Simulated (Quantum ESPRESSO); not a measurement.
# MoS2 (P6_3/mmc) in Quantum ESPRESSO: notebook

The runs below take MoS2 through single point, equation of state, with PBEsol.

Everything below comes from runs of Quantum ESPRESSO 7.5. Logs are shortened: lines on timing, memory, paths and dates and some standing lists are left out, and cuts for length are marked.

### 1 The structure

Symmetry: P6_3/mmc, No. 194, hexagonal system. The conventional cell has a = 3.169 Å, b = 3.169 Å, c = 12.324 Å, α = 90.00°, β = 90.00°, γ = 120.00°. Mo (site symmetry -6m2) has 6 S at 2.41 Å as nearest neighbours. S (site symmetry 3m) is surrounded by 3 Mo at 2.41 Å.

### 2 Single point, PBEsol, 16.79 Å³/atom

The input, pw.in:

```
&CONTROL
  calculation = 'scf'
  prefix = 'pwscf'
  outdir = './tmp'
  pseudo_dir = './pseudo'
  tprnfor = .true.
  tstress = .true.
  disk_io = 'nowf'
/
&SYSTEM
  ibrav = 0
  nat = 6
  ntyp = 2
  ecutwfc = 45
  ecutrho = 360
  nbnd = 36
  occupations = 'smearing'
  smearing = 'fd'
  degauss = 0.00367493
/
&ELECTRONS
  conv_thr = 1.2d-09
  electron_maxstep = 120
  mixing_beta = 0.5
/
ATOMIC_SPECIES
Mo    95.9500 mo_pbesol_v1.uspp.F.UPF
S     32.0600 s_pbesol_v1.4.uspp.F.UPF
CELL_PARAMETERS angstrom
   3.1043083785    0.0000000000    0.0000000000
  -1.5521541893    2.6884099170    0.0000000000
   0.0000000000    0.0000000000   12.0724192038
ATOMIC_POSITIONS crystal
Mo     0.6666666667    0.3333333333    0.7500000000
Mo     0.3333333333    0.6666666667    0.2500000000
S      0.6666666667    0.3333333333    0.3770000000
S      0.3333333333    0.6666666667    0.8770000000
S      0.6666666667    0.3333333333    0.1230000000
S      0.3333333333    0.6666666667    0.6230000000
K_POINTS automatic
10 10 3 0 0 0
```

Potentials or basis: GBRV 1.5 PBEsol.

Run with:

```bash
> OMP_NUM_THREADS=1 mpirun -n 2 pw.x -nk 2 -in pw.in > pw.out
```

pw.out:

```text
This program is part of the open-source Quantum ESPRESSO suite
     for quantum simulation of materials; please cite
         "P. Giannozzi et al., J. Phys.:Condens. Matter 21 395502 (2009);
         "P. Giannozzi et al., J. Phys.:Condens. Matter 29 465901 (2017);
         "P. Giannozzi et al., J. Chem. Phys. 152 154105 (2020);
     in publications or presentations arising from this work. More details at

     Message from routine setup:
     using ibrav=0 with symmetry is DISCOURAGED, use correct ibrav instead

     K-points division:     npool     =       2
     Subspace diagonalization in iterative solution of the eigenvalue problem:
     a serial algorithm will be used

     G-vector sticks info
     --------------------
     sticks:   dense  smooth     PW     G-vecs:    dense   smooth      PW
     Sum         847     433    121                78503    27793    4565

     Using Slab Decomposition

     bravais-lattice index     =            0
     lattice parameter (alat)  =       5.8663  a.u.
     unit-cell volume          =     679.9097 (a.u.)^3
     number of atoms/cell      =            6
     number of atomic types    =            2
     number of electrons       =        52.00
     number of Kohn-Sham states=           36
     kinetic-energy cutoff     =      45.0000  Ry
     charge density cutoff     =     360.0000  Ry
     scf convergence threshold =      1.2E-09
     mixing beta               =       0.5000
     number of iterations used =            8  plain     mixing
     Exchange-correlation= SLA  PW   PSX  PSC
                           (   1   4  10   8   0   0   0)

     celldm(1)=   5.866293  celldm(2)=   0.000000  celldm(3)=   0.000000
     celldm(4)=   0.000000  celldm(5)=   0.000000  celldm(6)=   0.000000

     crystal axes: (cart. coord. in units of alat)
               a(1) = (   1.000000   0.000000   0.000000 )
               a(2) = (  -0.500000   0.866025   0.000000 )
               a(3) = (   0.000000   0.000000   3.888924 )

     reciprocal axes: (cart. coord. in units 2 pi/alat)
               b(1) = (  1.000000  0.577350 -0.000000 )
               b(2) = (  0.000000  1.154701  0.000000 )
               b(3) = (  0.000000 -0.000000  0.257141 )

     PseudoPot. # 1 for Mo read from file:
     mo_pbesol_v1.uspp.F.UPF
     Pseudo is Ultrasoft + core correction, Zval = 14.0
     Generated by new atomic code, or converted to UPF format
     Using radial grid of  889 points,  6 beta functions with:
                l(1) =   0
                l(2) =   0
                l(3) =   1
                l(4) =   1
                l(5) =   2
                l(6) =   2
     Q(r) pseudized with  6 coefficients,  rinner =    1.000   1.000   1.000
                                                       1.000   1.000

     PseudoPot. # 2 for S  read from file:
     s_pbesol_v1.4.uspp.F.UPF
     Pseudo is Ultrasoft + core correction, Zval =  6.0
     Generated by new atomic code, or converted to UPF format
     Using radial grid of  907 points,  6 beta functions with:
                l(1) =   0
                l(2) =   0
                l(3) =   1
                l(4) =   1
                l(5) =   2
                l(6) =   2
     Q(r) pseudized with  8 coefficients,  rinner =    1.300   1.300   1.300
                                                       1.300   1.300

     atomic species   valence    mass     pseudopotential
     Mo               14.00    95.95000     Mo( 1.00)
     S                 6.00    32.06000     S ( 1.00)

     24 Sym. Ops., with inversion, found (12 have fractional translation)

   Cartesian axes

     site n.     atom                  positions (alat units)
         1        Mo     tau(   1) = (   0.5000000   0.2886751   2.9166930  )
         2        Mo     tau(   2) = (  -0.0000000   0.5773503   0.9722310  )
         3        S      tau(   3) = (   0.5000000   0.2886751   1.4661243  )
         4        S      tau(   4) = (  -0.0000000   0.5773503   3.4105863  )
         5        S      tau(   5) = (   0.5000000   0.2886751   0.4783376  )
         6        S      tau(   6) = (  -0.0000000   0.5773503   2.4227996  )

     number of k points=    28  Fermi-Dirac smearing, width (Ry)=  0.0037
                       cart. coord. in units 2pi/alat
        k(    1) = (   0.0000000   0.0000000   0.0000000), wk =   0.0066667
        k(    2) = (   0.0000000   0.0000000   0.0857135), wk =   0.0133333
        k(    3) = (   0.0000000   0.1154701   0.0000000), wk =   0.0400000
        k(    4) = (   0.0000000   0.1154701   0.0857135), wk =   0.0800000
        k(    5) = (   0.0000000   0.2309401   0.0000000), wk =   0.0400000
        k(    6) = (   0.0000000   0.2309401   0.0857135), wk =   0.0800000
[... 20 lines left out ...]
        k(   27) = (   0.3000000   0.5196152   0.0000000), wk =   0.0400000
        k(   28) = (   0.3000000   0.5196152   0.0857135), wk =   0.0800000

[... 105 lines left out ...]
    -2.0899  -1.9686  -1.3766  -1.2213   5.4981   5.7646   6.6756   6.7991
     7.2981   7.4507   8.3060   8.3454   9.4562   9.6425   9.6933   9.7410
    10.1775  10.2490  13.4381  13.6095  13.7185  13.8464  14.6870  15.0358
    15.4664  15.6430  18.8351  18.9384

          k = 0.0000 0.4619 0.0000 (  3467 PWs)   bands (ev):

   -49.4202 -49.4201 -23.8554 -23.8554 -23.6166 -23.6165 -23.5077 -23.5077
    -1.4884  -1.2985  -1.1990  -1.0020   5.0528   5.4142   6.0925   6.4369
     6.6230   7.3689   7.9244   8.0085   9.1171   9.5636  10.0394  10.0699
    10.2218  10.3989  13.5916  13.7071  13.7216  14.3000  14.7690  15.5694
    15.7317  16.0488  17.7485  18.5624

          k = 0.0000 0.4619 0.0857 (  3464 PWs)   bands (ev):

   -49.4201 -49.4201 -23.8554 -23.8554 -23.6165 -23.6165 -23.5077 -23.5077
    -1.4582  -1.3769  -1.1188  -1.0340   5.1299   5.3082   6.1342   6.2577
     6.9222   7.2461   7.9444   7.9864   9.1878   9.3918  10.0856  10.1767
    10.2036  10.3494  13.6161  13.6732  13.8474  14.1159  15.0175  15.4635
    15.6907  15.9295  17.8956  18.2848

          k = 0.0000-0.5774 0.0000 (  3460 PWs)   bands (ev):

   -49.4150 -49.4150 -23.9013 -23.9012 -23.6064 -23.6064 -23.5185 -23.5185
    -1.1886  -1.0630  -1.0610  -0.9561   4.8331   5.1867   5.8924   6.1565
     6.4698   7.2046   7.7976   7.8834   9.0826   9.3654  10.1794  10.4036
    10.4155  10.5511  13.6859  13.7396  14.0840  14.4142  14.8902  15.6210
    15.8553  16.1465  17.2437  17.5087

          k = 0.0000-0.5774 0.0857 (  3466 PWs)   bands (ev):

   -49.4150 -49.4150 -23.9013 -23.9013 -23.6064 -23.6064 -23.5185 -23.5185
    -1.1707  -1.1233  -1.0059  -0.9688   4.9112   5.0872   5.9173   6.0131
     6.7446   7.0754   7.8180   7.8609   9.1394   9.2782  10.2353  10.3472
    10.4580  10.5238  13.6971  13.7236  14.1781  14.3429  15.0606  15.5100
    15.7496  16.0114  17.3981  17.6578

          k = 0.1000 0.1732 0.0000 (  3461 PWs)   bands (ev):

   -49.4544 -49.4544 -23.6831 -23.6830 -23.5381 -23.5381 -23.4391 -23.4391
    -2.9471  -2.6486  -1.8495  -1.3913   5.0968   6.1810   7.4695   7.6026
     7.6105   8.4851   8.7505   8.8679   8.8872   8.9130  10.0024  10.5903
    10.9148  11.1008  13.4292  13.7864  13.9372  14.0779  14.0798  14.2476
    14.9245  15.0975  19.5062  19.5682

          k = 0.1000 0.1732 0.0857 (  3473 PWs)   bands (ev):

   -49.4544 -49.4544 -23.6831 -23.6831 -23.5381 -23.5381 -23.4391 -23.4391
    -2.8895  -2.7464  -1.7135  -1.4906   5.2978   5.8013   7.5603   7.5900
     7.9141   8.3551   8.7661   8.8179   8.9041   8.9120  10.0696  10.3250
    11.0318  11.0924  13.5451  13.7207  13.9893  14.0555  14.0965  14.1856
    14.9740  15.0594  19.5230  19.5538

          k = 0.1000 0.2887 0.0000 (  3467 PWs)   bands (ev):

   -49.4394 -49.4394 -23.6695 -23.6695 -23.6540 -23.6539 -23.4796 -23.4796
    -2.3793  -2.1024  -1.5928  -1.2208   5.4437   6.1975   6.9637   7.0917
     7.4135   7.5573   8.0003   8.2970   9.2398   9.2760   9.9573  10.3307
    10.4080  10.4420  12.9377  13.6874  13.7638  13.9047  14.2685  14.4935
    15.4128  15.8328  19.9485  20.1615
[... 83 lines left out ...]
   -49.4108 -49.4108 -23.8445 -23.8445 -23.6257 -23.6257 -23.5984 -23.5984
    -0.9674  -0.9449  -0.8754  -0.8585   5.4895   5.5389   5.6411   5.6773
     6.8224   7.0521   7.8152   8.0081   8.3195   8.5101   9.0794   9.3495
    10.8540  10.9633  13.4334  13.4872  14.2977  14.5504  14.7314  14.9412
    15.9840  16.3625  18.1333  18.3387

          k = 0.3000 0.5196 0.0000 (  3444 PWs)   bands (ev):

   -49.4092 -49.4092 -23.8004 -23.8004 -23.6889 -23.6888 -23.5953 -23.5953
    -0.8892  -0.8707  -0.8280  -0.8125   5.3348   5.5078   5.8824   6.0628
     7.0742   7.0758   7.5398   7.6584   7.7677   8.1155   9.0558   9.4110
    10.9363  11.1333  13.1597  13.2515  13.7578  14.7470  14.9582  15.0081
    16.2824  16.7238  17.8799  18.7329

          k = 0.3000 0.5196 0.0857 (  3449 PWs)   bands (ev):

   -49.4092 -49.4092 -23.8004 -23.8004 -23.6889 -23.6888 -23.5954 -23.5953
    -0.8854  -0.8764  -0.8231  -0.8156   5.3710   5.4554   5.9446   6.0366
     7.0616   7.1023   7.3707   7.4350   8.1178   8.3043   9.0185   9.2413
    10.9796  11.0767  13.1857  13.2299  14.0059  14.5378  14.9026  14.9865
    16.3476  16.5662  18.3171  18.8073

     the Fermi energy is    12.3688 ev

!    total energy              =    -375.14502480 Ry
     estimated scf accuracy    <          9.4E-10 Ry
     smearing contrib. (-TS)   =      -0.00000040 Ry
     internal energy E=F+TS    =    -375.14502439 Ry

     The total energy is F=E-TS. E is the sum of the following terms:
     one-electron contribution =    -164.40276745 Ry
     hartree contribution      =     106.25127308 Ry
     xc contribution           =     -72.30346591 Ry
     ewald contribution        =    -244.69006412 Ry

     convergence has been achieved in   9 iterations

     Forces acting on atoms (cartesian axes, Ry/au):

     atom    1 type  1   force =     0.00000000    0.00000000   -0.00000000
     atom    2 type  1   force =    -0.00000000    0.00000000    0.00000000
     atom    3 type  2   force =     0.00000000    0.00000000    0.02853563
     atom    4 type  2   force =     0.00000000    0.00000000    0.02853563
     atom    5 type  2   force =    -0.00000000   -0.00000000   -0.02853563
     atom    6 type  2   force =     0.00000000    0.00000000   -0.02853563

     Total force =     0.057071     Total SCF correction =     0.000052

     Computing stress (Cartesian axis) and pressure

          total   stress  (Ry/bohr**3)                   (kbar)     P=       69.07
   0.00042114   0.00000000  -0.00000000           61.95        0.00       -0.00
   0.00000000   0.00042114   0.00000000            0.00       61.95        0.00
  -0.00000000   0.00000000   0.00056621           -0.00        0.00       83.29

=------------------------------------------------------------------------------=
   JOB DONE.
=------------------------------------------------------------------------------=
```

Run time: 43 s. Hardware: 2 MPI ranks of Arm Neoverse V1, shared host; peak memory 0.44 GiB.

Results:

* Free energy: -5104.1081 eV
* Pressure: 6.9 GPa
* Largest force: 0.734 eV/Å
* Band gap on the k mesh: 0.81 eV, indirect (least direct gap 2.03 eV)

Caveat: an odd mesh through Γ misses points on the zone boundary, where band edges often lie; this functional lacks dispersion, which binds the layers, so the pressure and a relaxed spacing across them are unreliable.

### 3 Single point, PBEsol, 17.15 Å³/atom

pw.in: that of step 2 with these lines changed.

```diff
@@ -29,5 +29,5 @@
 CELL_PARAMETERS angstrom
-   3.1043083785    0.0000000000    0.0000000000
-  -1.5521541893    2.6884099170    0.0000000000
-   0.0000000000    0.0000000000   12.0724192038
+   3.1261704254    0.0000000000    0.0000000000
+  -1.5630852127    2.7073430050    0.0000000000
+   0.0000000000    0.0000000000   12.1574390416
 ATOMIC_POSITIONS crystal
```

Potentials or basis: GBRV 1.5 PBEsol.

Run with:

```bash
> OMP_NUM_THREADS=1 mpirun -n 2 pw.x -nk 2 -in pw.in > pw.out
```

Wall time 44 s (2 MPI ranks of Arm Neoverse V1, shared host); peak memory 0.46 GiB.

The run converged. Its results:

```
Free energy            : -5104.1769 eV
Pressure               : 3.1 GPa
Largest force          : 0.351 eV/Å
Band gap on the k mesh : 0.84 eV, indirect (least direct gap 1.97 eV)
```

Caveat: an odd mesh through Γ misses points on the zone boundary, where band edges often lie; this functional lacks dispersion, which binds the layers, so the pressure and a relaxed spacing across them are unreliable.

### 4 Single point, PBEsol, 17.51 Å³/atom

pw.in: that of step 3 with these lines changed.

```diff
@@ -29,5 +29,5 @@
 CELL_PARAMETERS angstrom
-   3.1261704254    0.0000000000    0.0000000000
-  -1.5630852127    2.7073430050    0.0000000000
-   0.0000000000    0.0000000000   12.1574390416
+   3.1477309028    0.0000000000    0.0000000000
+  -1.5738654514    2.7260149261    0.0000000000
+   0.0000000000    0.0000000000   12.2412860984
 ATOMIC_POSITIONS crystal
```

Run with:

```bash
> OMP_NUM_THREADS=1 mpirun -n 2 pw.x -nk 2 -in pw.in > pw.out
```

Run time: 45 s. Hardware: 2 MPI ranks of Arm Neoverse V1, shared host; peak memory 0.46 GiB.

Results (log left out):

```yaml
Free_energy: -5104.1978 eV
Pressure: -0.3 GPa
Band_gap_on_the_k_mesh: 0.86 eV, indirect (least direct gap 1.92 eV)
```

Caveat: an odd mesh through Γ misses points on the zone boundary, where band edges often lie; this functional lacks dispersion, which binds the layers, so the pressure and a relaxed spacing across them are unreliable.

### 5 Single point, PBEsol, 17.86 Å³/atom

pw.in: that of step 4 with these lines changed.

```diff
@@ -29,5 +29,5 @@
 CELL_PARAMETERS angstrom
-   3.1477309028    0.0000000000    0.0000000000
-  -1.5738654514    2.7260149261    0.0000000000
-   0.0000000000    0.0000000000   12.2412860984
+   3.1690000000    0.0000000000    0.0000000000
+  -1.5845000000    2.7444345046    0.0000000000
+   0.0000000000    0.0000000000   12.3240000000
 ATOMIC_POSITIONS crystal
```

Run with:

```bash
> OMP_NUM_THREADS=1 mpirun -n 2 pw.x -nk 2 -in pw.in > pw.out
```

Run time: 46 s. Hardware: 2 MPI ranks of Arm Neoverse V1, shared host; peak memory 0.48 GiB.

The run converged. Its results:

```
Free energy            : -5104.1758 eV
Pressure               : -3.3 GPa
Largest force          : 0.329 eV/Å
Band gap on the k mesh : 0.88 eV, indirect (least direct gap 1.87 eV)
```

Caveat: an odd mesh through Γ misses points on the zone boundary, where band edges often lie; this functional lacks dispersion, which binds the layers, so the pressure and a relaxed spacing across them are unreliable.

### 6 Single point, PBEsol, 18.22 Å³/atom

pw.in: that of step 5 with these lines changed.

```diff
@@ -29,5 +29,5 @@
 CELL_PARAMETERS angstrom
-   3.1690000000    0.0000000000    0.0000000000
-  -1.5845000000    2.7444345046    0.0000000000
-   0.0000000000    0.0000000000   12.3240000000
+   3.1899873666    0.0000000000    0.0000000000
+  -1.5949936833    2.7626100972    0.0000000000
+   0.0000000000    0.0000000000   12.4056182726
 ATOMIC_POSITIONS crystal
```

Potentials or basis: GBRV 1.5 PBEsol.

Run with:

```bash
> OMP_NUM_THREADS=1 mpirun -n 2 pw.x -nk 2 -in pw.in > pw.out
```

Run time: 56 s. Hardware: 2 MPI ranks of Arm Neoverse V1, shared host; peak memory 0.48 GiB.

The run converged. Its results:

```
Free energy            : -5104.1153 eV
Pressure               : -6.0 GPa
Largest force          : 0.631 eV/Å
Band gap on the k mesh : 0.90 eV, indirect (least direct gap 1.82 eV)
```

Caveat: an odd mesh through Γ misses points on the zone boundary, where band edges often lie; this functional lacks dispersion, which binds the layers, so the pressure and a relaxed spacing across them are unreliable.

### 7 Single point, PBEsol, 18.58 Å³/atom

pw.in: that of step 6 with these lines changed.

```diff
@@ -29,5 +29,5 @@
 CELL_PARAMETERS angstrom
-   3.1899873666    0.0000000000    0.0000000000
-  -1.5949936833    2.7626100972    0.0000000000
-   0.0000000000    0.0000000000   12.4056182726
+   3.2107021507    0.0000000000    0.0000000000
+  -1.6053510754    2.7805496265    0.0000000000
+   0.0000000000    0.0000000000   12.4861764927
 ATOMIC_POSITIONS crystal
```

Run with:

```bash
> OMP_NUM_THREADS=1 mpirun -n 2 pw.x -nk 2 -in pw.in > pw.out
```

It took 54 s on 2 MPI ranks of Arm Neoverse V1, shared host; peak memory 0.48 GiB.

Results (log left out):

```
Free energy            : -5104.0205 eV
Pressure               : -8.4 GPa
Largest force          : 0.911 eV/Å
Band gap on the k mesh : 0.92 eV, indirect (least direct gap 1.77 eV)
```

Caveat: an odd mesh through Γ misses points on the zone boundary, where band edges often lie; this functional lacks dispersion, which binds the layers, so the pressure and a relaxed spacing across them are unreliable.

### 8 Single point, PBEsol, 18.94 Å³/atom

pw.in: that of step 7 with these lines changed.

```diff
@@ -29,5 +29,5 @@
 CELL_PARAMETERS angstrom
-   3.2107021507    0.0000000000    0.0000000000
-  -1.6053510754    2.7805496265    0.0000000000
-   0.0000000000    0.0000000000   12.4861764927
+   3.2311530343    0.0000000000    0.0000000000
+  -1.6155765171    2.7982606112    0.0000000000
+   0.0000000000    0.0000000000   12.5657084235
 ATOMIC_POSITIONS crystal
```

Run with:

```bash
> OMP_NUM_THREADS=1 mpirun -n 2 pw.x -nk 2 -in pw.in > pw.out
```

Wall time 67 s (2 MPI ranks of Arm Neoverse V1, shared host); peak memory 0.5 GiB.

Results (log left out):

```yaml
Free_energy: -5103.8949 eV
Pressure: -10.6 GPa
Largest_force: 1.169 eV/Å
Band_gap_on_the_k_mesh: 0.93 eV, indirect (least direct gap 1.73 eV)
```

Caveat: an odd mesh through Γ misses points on the zone boundary, where band edges often lie; this functional lacks dispersion, which binds the layers, so the pressure and a relaxed spacing across them are unreliable; forces of over 1 eV/Å show positions far from the minimum, so gaps and moduli don't describe the material at rest.

### 9 Equation of state, PBEsol

Potentials or basis: GBRV 1.5 PBEsol.

This step only gathers the single runs of the series.

Results:

| Quantity | Value |
| --- | --- |
| Equilibrium volume | 17.50 Å³/atom |
| Bulk modulus at fixed shape and positions | 157 GPa |
| Pressure derivative of the bulk modulus | 4.4 |

Energy against volume, from the lowest point:
| volume (Å³/atom) | energy (meV/atom) |
| --- | --- |
| 16.792 | 14.95 |
| 17.149 | 3.49 |
| 17.507 | 0.00 |
| 17.864 | 3.67 |
| 18.221 | 13.74 |
| 18.578 | 29.54 |
| 18.936 | 50.48 |

Caveat: the cell was scaled at fixed shape and fractional positions, which overstates the stiffness of a crystal with free parameters, most of all of layers and chains; this functional lacks dispersion, which binds the layers, so the pressure and a relaxed spacing across them are unreliable.
